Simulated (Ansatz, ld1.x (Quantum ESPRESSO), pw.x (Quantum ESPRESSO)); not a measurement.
## pw.x on fcc Ti: one setting changed

Potential: norm-conserving Troullier–Martins (Kleinman–Bylander form), ld1.x (Quantum ESPRESSO) 7.5, PBE; core [Ar], reference 3d2 4s2 4p0; waves: 4s (bound): rc 2.75 bohr; 4p (bound, empty): rc 2.90 bohr; 3d (bound): rc 2.90 bohr; local part: all-electron potential smoothed inside 2.20 bohr (lloc = -2); core correction: a·sin(br)/r model core inside 1.45 bohr.

The reference run (k-mesh 14³, cutoffs 50/200 Ry, Fermi–Dirac 0.01 Ry, mixing_beta 0.4, conv_thr 1e-9, no spin) gives 0.89 GPa at 17.482 Å³/atom, where all-electron LAPW gives -0.10 GPa. This run, with its own iteration cap, changes mixing_mode to TF.

```
&control
  calculation='scf', prefix='x', pseudo_dir='./', outdir='./tmp', tstress=.true., disk_io='none'
/
&system
  ibrav=0, nat=1, ntyp=1, ecutwfc=50, ecutrho=200, nbnd=9,
  occupations='smearing', smearing='fd', degauss=0.01
/
&electrons
  conv_thr=1e-09, mixing_beta=0.4, electron_maxstep=60, mixing_mode='TF'
/
ATOMIC_SPECIES
Ti 1.0 Ti.UPF
CELL_PARAMETERS angstrom
  0.00000000 2.05993590 2.05993590
  2.05993590 0.00000000 2.05993590
  2.05993590 2.05993590 0.00000000
ATOMIC_POSITIONS crystal
Ti 0.0000 0.0000 0.0000
K_POINTS automatic
14 14 14 0 0 0
```

```bash
pw.x < Ti.scf.in > Ti.scf.out
```

Question: How does the run end?

Answer: It converges in 8 iterations; the free energy moves by +0.0 meV/atom and the pressure by +0.00 GPa. The result is that of the reference run.

```
Message from routine setup:
     using ibrav=0 with symmetry is DISCOURAGED, use correct ibrav instead
     lattice parameter (alat)  =       5.5051  a.u.
     unit-cell volume          =     117.9744 (a.u.)^3
     number of electrons       =         4.00
     number of Kohn-Sham states=            9
     kinetic-energy cutoff     =      50.0000  Ry
     charge density cutoff     =     200.0000  Ry
     scf convergence threshold =      1.0E-09
     Exchange-correlation= PBE
     number of k points=   104  Fermi-Dirac smearing, width (Ry)=  0.0100
     iteration #  1     ecut=    50.00 Ry     beta= 0.40
     total energy              =     -13.03570939 Ry
     estimated scf accuracy    <       0.02677903 Ry
     iteration #  2     ecut=    50.00 Ry     beta= 0.40
     total energy              =     -13.03216987 Ry
     estimated scf accuracy    <       0.00849336 Ry
     iteration #  3     ecut=    50.00 Ry     beta= 0.40
     negative rho (up, down):  3.034E-06 0.000E+00
     total energy              =     -13.03373476 Ry
     estimated scf accuracy    <       0.00006869 Ry
     [... 2 iterations left out ...]
     iteration #  6     ecut=    50.00 Ry     beta= 0.40
     total energy              =     -13.03374308 Ry
     estimated scf accuracy    <          2.6E-09 Ry
     iteration #  7     ecut=    50.00 Ry     beta= 0.40
     total energy              =     -13.03374308 Ry
     estimated scf accuracy    <          1.5E-09 Ry
     iteration #  8     ecut=    50.00 Ry     beta= 0.40
     the Fermi energy is     8.3190 ev
!    total energy              =     -13.03374308 Ry
     estimated scf accuracy    <          5.3E-12 Ry
     smearing contrib. (-TS)   =      -0.00770706 Ry
     The total energy is F=E-TS. E is the sum of the following terms:
     one-electron contribution =       5.57190423 Ry
     hartree contribution      =       0.14190523 Ry
     xc contribution           =      -9.31739873 Ry
     ewald contribution        =      -9.42244675 Ry
     convergence has been achieved in   8 iterations
          total   stress  (Ry/bohr**3)                   (kbar)     P=        8.88
     Message from routine punch:
     Nothing written, as per user request (disk_io='none')
```

The run took about 6.6 s on one core of a shared host (Neoverse-V1, 32 threads, 247 GiB, load 25).
